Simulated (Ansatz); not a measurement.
PbS: a sublattice moved along a line

All numbers below come from DFT LDA, scalar-relativistic, plane waves, PAW in Ansatz 0.2.0. Cutoff 420 eV, Γ-centred 14×14×14 k-points, Gaussian smearing of 0.15 eV. Spin–orbit coupling is left out, which can shift energies with elements as heavy as these. No spin polarisation. Energies are free energies at this smearing, counted from the undisturbed cell; pressure is positive in compression.

The undisturbed cell (as given, not relaxed at this level; it stands at -5.2 GPa; this CsCl-type form isn't the usual structure):

```yaml
crystal:
  lattice:
    - [3.65366, 0.00000, 0.00000]
    - [0.00000, 3.65366, 0.00000]
    - [0.00000, 0.00000, 3.65366]
  atoms:
    - { symbol: Pb, position: [0.00000, 0.00000, 0.00000] }
    - { symbol: S, position: [0.50000, 0.50000, 0.50000] }
```

Every S atom is moved by x along the Cartesian unit vector (0.000, 0.000, 1.000); the cell and all other atoms stay fixed. The cell is metallic on the mesh throughout.

```
  x (Å)  ΔE (meV/cell)
-0.5000          -89.0
-0.2500          -38.9
 0.0000            0.0
 0.3750          -71.2
```

Q: Predict the pressure (GPa) at each point.

A:
```tsv
x (Å)	pressure (GPa)
-0.5000	-2.3
-0.2500	-4.4
0.0000	-5.2
0.3750	-3.5
```